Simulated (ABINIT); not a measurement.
Runs of ABINIT 10.8.3 (patched build) on Ge. The structure is tetragonal, space group I4/mmm (No. 139). The conventional cell has a = 3.217 Å, b = 3.217 Å, c = 3.746 Å, α = 90.00°, β = 90.00°, γ = 90.00°. Around Ge (site symmetry 4/mmm) lie 12 Ge at 2.95 to 3.22 Å. The cell was built by a generator and needn't be a form met in nature.

| task | level | cutoff (eV) | fine-grid cutoff | gap on the mesh (eV) | pressure (GPa) |
| --- | --- | --- | --- | --- | --- |
| single point | SCAN | 707 | 1306.15 eV | none | - |
| single point | PBEsol | 707 | 1306.15 eV | none | (b) |
| single point | BLYP | 707 | 1306.15 eV | none | (a) |
| single point | PW91 | 707 | 1306.15 eV | none | 1.2 |
| single point | revPBE | 707 | 1306.15 eV | none | 2.0 |
| single point | PBE | 707 | 1306.15 eV | none | 0.9 |
| single point | r2SCAN | 707 | 1306.15 eV | none | - |

Alike in all rows: potentials or basis JTH PAW PBE v2.0; no spin polarisation; cell as given; k mesh 12 × 12 × 12; smearing fermi-dirac 0.05 eV.

**Question.** Fill in the values left out.

**Answer.** (a) 7.3; (b) -2.6.

Caveats: the PAW data sets were made with another functional, which shifts forces and pressure a little (some runs).

A k mesh can miss the band edges, and the runs leave out spin-orbit coupling on Ge.

A gap of «none» marks a metal or a gap under the smearing width.

Not every run made on this cell is shown here.
